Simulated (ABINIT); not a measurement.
Here is an ABINIT 10.8.3 (patched build) calculation.

File run.py:

```python
import json, os
import numpy as np
from ase.units import GPa
from ase.calculators.abinit import Abinit, AbinitProfile
from ase.io import read

atoms = read('BaTiO3.cif')

profile = AbinitProfile(command='mpirun --bind-to none -np 4 abinit', pp_paths=[os.path.abspath('pseudos')])
params = dict(
    pps='pawxml', xc='PBE',
    chksymtnons=0,
    tolsym=1e-06,
    ecut=625.8619,
    pawecutdg=1224.5124,
    pawxcdev=0,
    pawovlp=30,
    kptopt=1,
    ngkpt=[7, 7, 7],
    nshiftk=1,
    shiftk=[0.0, 0.0, 0.0],
    ixc=11,
    nband=24,
    occopt=3,
    tsmear=0.05,
    nstep=100,
    tolvrs=1e-09,
    prtwf=0,
    prtden=0,
)

atoms.calc = Abinit(profile=profile, directory='run', **params)
energy = atoms.get_potential_energy()
forces = atoms.get_forces()
stress = atoms.get_stress()
print(f'energy {energy:.6f} eV')
print('forces (eV/A)')
print(np.round(forces, 5))
print('stress (GPa, Voigt, tension positive)', np.round(stress / GPa, 4))
json.dump(dict(energy=energy, forces=forces.tolist(), stress=stress.tolist(), cell=atoms.cell.tolist(), frac=atoms.get_scaled_positions(wrap=False).tolist()), open('results.json', 'w'))
```

BaTiO3.cif

```cif
data_BaTiO3
_cell_length_a 3.99980000
_cell_length_b 3.99980000
_cell_length_c 4.01800000
_cell_angle_alpha 90.00000000
_cell_angle_beta 90.00000000
_cell_angle_gamma 90.00000000
_space_group_name_H-M_alt 'P1'
_space_group_name_Hall 'P 1'
_space_group_IT_number 1
loop_
_space_group_symop_operation_xyz
'x,y,z'
loop_
_atom_site_label
_atom_site_type_symbol
_atom_site_symmetry_multiplicity
_atom_site_Wyckoff_symbol
_atom_site_fract_x
_atom_site_fract_y
_atom_site_fract_z
_atom_site_occupancy
Ba1 Ba 1 a 0.9955672000 0.9906407400 0.0035034300 1
Ti1 Ti 1 a 0.5025366900 0.4919233700 0.4687657700 1
O1 O 1 a 0.4792189400 0.5143238900 0.0064065200 1
O2 O 1 a 0.5027309200 0.0032990000 0.5093824900 1
O3 O 1 a 0.0199462600 0.4998130000 0.5399418000 1
```

Potentials or basis: JTH PAW PBE v2.0.

Launch:

```console
$ python run.py
```

(1) Estimate the pressure.

(2) Predict the band gap on the k mesh.

Answers

(1) 4.3 GPa.

(2) 1.97 eV, indirect (least direct gap 2.23 eV).

Caveat: this set's barium file shifts pressures by 1.5 GPa and gaps by 0.1 eV against other sets; spin-orbit coupling is left out, which moves the levels of the heavy elements; an odd mesh through Γ misses points on the zone boundary, where band edges often lie; forces of over 1 eV/Å show positions far from the minimum, so gaps and moduli don't describe the material at rest; the atomic spheres overlap.
